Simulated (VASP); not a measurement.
# SnSe (Fm-3m) in VASP: notebook, part 2 of 2

VASP 6.6.1.

## Step 3: Relaxation of cell and atoms, PBE+D3(BJ)

This run uses another cell than the first one, of 26.70 Å³/atom, 0.979 times its volume.

The input, INCAR:

```
SYSTEM = SnSe
ALGO = Normal ; EDIFF = 1E-7
EDIFFG = -0.005 ; ENCUT = 600
GGA = PE ; IBRION = 2
ISIF = 3 ; ISMEAR = 0
IVDW = 12 ; LASPH = .TRUE.
LCHARG = .FALSE. ; LREAL = .FALSE.
LWAVE = .FALSE. ; NELM = 80
NSW = 90 ; PREC = Accurate
SIGMA = 0.03
```

The input, KPOINTS:

```
k-points
0
G
  10 10 10
  0 0 0
```

The input, POSCAR:

```
SnSe                                    
1.0
    0.0000000000      2.9889450431      2.9889450431
    2.9889450431      0.0000000000      2.9889450431
    2.9889450431      2.9889450431      0.0000000000
  Sn              Se            
     1     1
Direct
     0.0000000000000000    0.0000000000000000    0.0000000000000000
     0.5000000000000000    0.5000000000000000    0.5000000000000000
```

Potentials or basis: VASP PAW PBE potentials, release 64 (Sn_d, Se).

Launch:

```console
> cat potpaw_PBE.64/Sn_d/POTCAR potpaw_PBE.64/Se/POTCAR > POTCAR
> mpirun -np 1 vasp_std > vasp.out
```

OUTCAR:

```text
SYSTEM = SnSe
   EDIFF = 1E-7
   EDIFFG = -0.005
   ENCUT = 600
   GGA = PE
   IBRION = 2
   ISIF = 3
   ISMEAR = 0
   IVDW = 12
   LASPH = .TRUE.
   LREAL = .FALSE.
   NELM = 80
   NSW = 90
   PREC = Accurate
 IVDW          = 12

 ion  position               nearest neighbor table
   1  0.000  0.000  0.000-   2 2.99   2 2.99   2 2.99   2 2.99   2 2.99   2 2.99
   2  0.500  0.500  0.500-   1 2.99   1 2.99   1 2.99   1 2.99   1 2.99   1 2.99

  LATTYP: Found a face centered cubic cell.
 ALAT       =     5.9778900862

  Lattice vectors:

 A1 = (   0.0000000000,   2.9889450431,   2.9889450431)
 A2 = (   2.9889450431,   0.0000000000,   2.9889450431)
 A3 = (   2.9889450431,   2.9889450431,   0.0000000000)

Analysis of symmetry for initial positions (statically):
=====================================================================
 Subroutine PRICEL returns:
 Original cell was already a primitive cell.

 Routine SETGRP: Setting up the symmetry group for a
 face centered cubic supercell.

 Subroutine GETGRP returns: Found 48 space group operations
 (whereof 48 operations were pure point group operations)
 out of a pool of 48 trial point group operations.

The static configuration has the point symmetry O_h .

Analysis of symmetry for dynamics (positions and initial velocities):
=====================================================================
 Subroutine PRICEL returns:
 Original cell was already a primitive cell.

 Routine SETGRP: Setting up the symmetry group for a
 face centered cubic supercell.

 Subroutine GETGRP returns: Found 48 space group operations
 (whereof 48 operations were pure point group operations)
 out of a pool of 48 trial point group operations.

The dynamic configuration has the point symmetry O_h .

 Subroutine INISYM returns: Found 48 space group operations
 (whereof 48 operations are pure point group operations),
 and found     1 'primitive' translations

----------------------------------------------------------------------------------------

                                     Primitive cell

  volume of cell :      53.4052

  direct lattice vectors                    reciprocal lattice vectors
     0.000000000  2.988945043  2.988945043    -0.167283102  0.167283102  0.167283102
     2.988945043  0.000000000  2.988945043     0.167283102 -0.167283102  0.167283102
     2.988945043  2.988945043  0.000000000     0.167283102  0.167283102 -0.167283102

  length of vectors
     4.227006617  4.227006617  4.227006617     0.289742833  0.289742833  0.289742833

  position of ions in fractional coordinates (direct lattice)
     0.000000000  0.000000000  0.000000000
     0.500000000  0.500000000  0.500000000

  ion indices of the primitive-cell ions
   primitive index   ion index
                 1           1
                 2           2

----------------------------------------------------------------------------------------

 KPOINTS: k-points

Automatic generation of k-mesh.
 Grid dimensions read from file:
 generate k-points for:   10   10   10

 Generating k-lattice:

[... 44 lines left out ...]
   number of dos      NEDOS =    301   number of ions     NIONS =      2
   total plane-waves  NPLWV =  46656
   dimension x,y,z NGX =    36 NGY =   36 NGZ =   36
   dimension x,y,z NGXF=    72 NGYF=   72 NGZF=   72
   ions per type =               1   1
   NGX,Y,Z   is equivalent  to a cutoff of  14.16, 14.16, 14.16 a.u.
   NGXF,Y,Z  is equivalent  to a cutoff of  28.32, 28.32, 28.32 a.u.
 SYSTEM =  SnSe
   PREC   = accura    normal or accurate (medium, high low for compatibility)
   ISTART =      0    job   : 0-new  1-cont  2-samecut
   ICHARG =      2    charge: 1-file 2-atom 10-const
   ISPIN  =      1    spin polarized calculation?
   LNONCOLLINEAR =      F non collinear calculations
   LSORBIT =      F    spin-orbit coupling
   LASPH  =      T    aspherical Exc in radial PAW
   ENCUT  =  600.0 eV  44.10 Ry    6.64 a.u.   8.44  8.44  8.44*2*pi/ulx,y,z
   NELM   =     80;   NELMIN=  2; NELMDL= -5     # of ELM steps
   EDIFF  = 0.1E-06   stopping-criterion for ELM
   LREAL  =      F    real-space projection
   EDIFFG = -.5E-02   stopping-criterion for IOM
   NSW    =     90    number of steps for IOM
   IBRION =      2    ionic relax: 0-MD 1-quasi-New 2-CG
   NFREE  =      1    steps in history (QN), initial steepest desc. (CG)
   ISIF   =      3    stress and relaxation
   ISYM   =      2    0-nonsym 1-usesym 2-fastsym
   POTIM  = 0.5000    time-step for ionic-motion
   TEBEG  =    0.0;   TEEND  =   0.0 temperature during run
   PSTRESS=    0.0 pullay stress
   NELECT =      20.0000    total number of electrons
   NUPDOWN=      -1.0000    fix difference up-down
   EMIN   =  10.00;   EMAX   =-10.00  energy-range for DOS
   EFERMI =   0.00;   METHOD = LEGACY
   ISMEAR =     0;   SIGMA  =   0.03  broadening in eV -4-tet -1-fermi 0-gaus
   EFERMI_NEDOS =   21; number of points for ismear=-14 and -15
   IALGO  =     38    algorithm
   IMIX   =      4    mixing-type and parameters
     AMIX     =   0.40;   BMIX     =  1.00
     AMIX_MAG =   1.60;   BMIX_MAG =  1.00
  volume/ion in A,a.u.               =      26.70       180.20
  Fermi-wavevector in a.u.,A,eV,Ry     =   1.180022  2.229919 18.945470  1.392453
  Thomas-Fermi vector in A             =   2.316322
   LORBIT       =      0    0 simple, 1 ext, 2 COOP (PROOUT), +10 PAW based schemes
   GGA     = PE    functional components
   LHFCALC =     F    Hartree Fock is set to
   AEXX    =    0.0000 exact exchange contribution
   IVDW    =    12    specifies the selected vdW correction
   LEPSILON=     F    determine dielectric tensor
   LRPA    =     F    only Hartree local field effects (RPA)
 conjugate gradient relaxation of ions
 non-spin polarized calculation
 Gauss-broadening in eV      SIGMA  =   0.03
  energy-cutoff  :      600.00
  volume of cell :       53.41
 maximum number of plane-waves:      1807
 NGX is ok and might be reduce to    36
   NGX = 17   NGY = 17   NGZ = 17

 number of electron      19.9999998 magnetization

 Free energy of the ion-electron system (eV)
  ---------------------------------------------------
  ext. energy  EPLUGINS =         0.00000000
  ---------------------------------------------------
  free energy    TOTEN  =        -8.20160740 eV

  energy without entropy =       -8.20160740  energy(sigma->0) =       -8.20160740

 E-fermi :   5.9841     XC(G=0):  -9.6935

 val. band max:        5.8076122440   @ k =   0.5000   0.0000   0.0000
 cond. band min:       6.3270903842   @ k =  -0.4000   0.1000   0.0000
 fundamental gap:      0.5194781402
 Fermi energy:         5.9841453229

 k-point     1 :       0.0000    0.0000    0.0000
  band No.  band energies     occupation
      1     -15.7753      2.00000
      2     -15.7753      2.00000
      3     -15.7753      2.00000
      4     -15.7739      2.00000
      5     -15.7739      2.00000
      6      -8.1834      2.00000
      7       0.8290      2.00000
      8       3.5767      2.00000
      9       3.5767      2.00000
     10       3.5767      2.00000
     11      10.2220      0.00000
     12      10.2220      0.00000
     13      10.2220      0.00000
     14      11.6651      0.00000
[... 377 lines left out ...]
      1     -15.7960      2.00000
      2     -15.7798      2.00000
      3     -15.7688      2.00000
      4     -15.7608      2.00000
      5     -15.7598      2.00000
      6      -7.2055      2.00000
      7      -0.9884      2.00000
      8       1.9747      2.00000
      9       2.4285      2.00000
     10       2.8134      2.00000
     11       9.2328      0.00000
     12       9.7621      0.00000
     13      10.4150      0.00000
     14      10.8114      0.00000

 [... further k-points ...]

------------------------ aborting loop because EDIFF is reached ----------------------------------------

 Edisp (eV)   -0.72207

 E8    (eV) :    -0.3254

  FORCE on cell =-STRESS in cart. coord.  units (eV):
  Direction    XX          YY          ZZ          XY          YZ          ZX
  --------------------------------------------------------------------------------------
  -------------------------------------------------------------------------------------
  Total       0.00133     0.00133     0.00133     0.00000     0.00000    -0.00000
  in kB       0.03985     0.03985     0.03985     0.00000     0.00000    -0.00000
  external pressure =        0.04 kB  Pullay stress =        0.00 kB

 VOLUME and BASIS-vectors are now :
 -----------------------------------------------------------------------------
  energy-cutoff  :      600.00
  volume of cell :       53.41
      direct lattice vectors                 reciprocal lattice vectors
     0.000000000  2.988945043  2.988945043    -0.167283102  0.167283102  0.167283102
     2.988945043  0.000000000  2.988945043     0.167283102 -0.167283102  0.167283102
     2.988945043  2.988945043  0.000000000     0.167283102  0.167283102 -0.167283102

 POSITION                                       TOTAL-FORCE (eV/Angst)
 -----------------------------------------------------------------------------------
      0.00000      0.00000      0.00000        -0.000000      0.000000     -0.000000
      2.98895      2.98895      2.98895         0.000000     -0.000000      0.000000
 -----------------------------------------------------------------------------------
    total drift:                               -0.000000      0.000000      0.000000

  FREE ENERGIE OF THE ION-ELECTRON SYSTEM (eV)
  ---------------------------------------------------
  free  energy   TOTEN  =        -8.9236818609 eV

  energy  without entropy=       -8.9236818609  energy(sigma->0) =       -8.92368186

 reached required accuracy - stopping structural energy minimisation
```

OSZICAR:

```text
N       E                     dE             d eps       ncg     rms          rms(c)
DAV:   1     0.135850715328E+03    0.13585E+03   -0.10870E+04  1334   0.193E+03
DAV:   2     0.495401571402E+01   -0.13090E+03   -0.12814E+03  1370   0.417E+02
DAV:   3    -0.805280513304E+01   -0.13007E+02   -0.12745E+02  1694   0.110E+02
DAV:   4    -0.836634152920E+01   -0.31354E+00   -0.31341E+00  1418   0.192E+01
DAV:   5    -0.837530597791E+01   -0.89644E-02   -0.89643E-02  1870   0.319E+00    0.316E+00
DAV:   6    -0.820101333113E+01    0.17429E+00   -0.44986E-01  1822   0.459E+00    0.192E+00
DAV:   7    -0.819954658356E+01    0.14667E-02   -0.82310E-02  1462   0.152E+00    0.913E-01
DAV:   8    -0.820157880245E+01   -0.20322E-02   -0.79806E-03  1448   0.982E-01    0.905E-02
DAV:   9    -0.820153473204E+01    0.44070E-04   -0.10039E-03  1806   0.326E-01    0.550E-02
DAV:  10    -0.820160118634E+01   -0.66454E-04   -0.15103E-04  1418   0.948E-02    0.153E-02
DAV:  11    -0.820160719229E+01   -0.60060E-05   -0.27668E-05  1606   0.553E-02    0.291E-03
DAV:  12    -0.820160759321E+01   -0.40092E-06   -0.22495E-06  1610   0.160E-02    0.217E-03
DAV:  13    -0.820160739410E+01    0.19912E-06   -0.20687E-07  1448   0.388E-03    0.121E-03
DAV:  14    -0.820160739869E+01   -0.45961E-08   -0.42015E-08   790   0.264E-03
   1 F= -.89236819E+01 E0= -.89236819E+01  d E =-.892368E+01
```

It took 37 s on 1 thread of Intel Xeon Platinum 8375C at 2.90GHz (Ice Lake), shared host; peak memory 0.23 GiB.

What came out:

```yaml
Free_energy: -8.9237 eV
Pressure_after_relaxing: 0.0 GPa
Band_gap_on_the_k_mesh: 0.52 eV, indirect (least direct gap 0.64 eV)
Dispersion_energy_per_atom: -0.361 eV
```

Final structure:
```cif
data_structure
_symmetry_space_group_name_H-M 'P 1'
_symmetry_Int_Tables_number 1
_cell_length_a 4.2270
_cell_length_b 4.2270
_cell_length_c 4.2270
_cell_angle_alpha 60.000
_cell_angle_beta 60.000
_cell_angle_gamma 60.000
_cell_volume 53.41
loop_
_atom_site_label
_atom_site_type_symbol
_atom_site_fract_x
_atom_site_fract_y
_atom_site_fract_z
_atom_site_occupancy
Sn1 Sn 0.00000 0.00000 0.00000 1
Se1 Se 0.50000 0.50000 0.50000 1
```

Levels at points of the mesh, in eV from the valence-band top:
```
           k point  band 7  band 8  band 9  band 10  band 11  band 12  band 13  band 14
(0.00, 0.00, 0.00)   -4.98   -2.23   -2.23    -2.23     4.41     4.41     4.41     5.86
(0.50, 0.00, 0.00)   -8.14   -1.98   -1.98     0.00     0.68     1.25     1.25     8.33
(0.50, 0.50, 0.00)   -5.99   -5.60   -3.72    -3.72     2.97     5.49     5.49     6.13
```

Caveat: the relaxation stopped at its first step, so nothing moved; spin-orbit coupling is left out, which moves the levels of the heavy elements. A k mesh can miss the band edges.
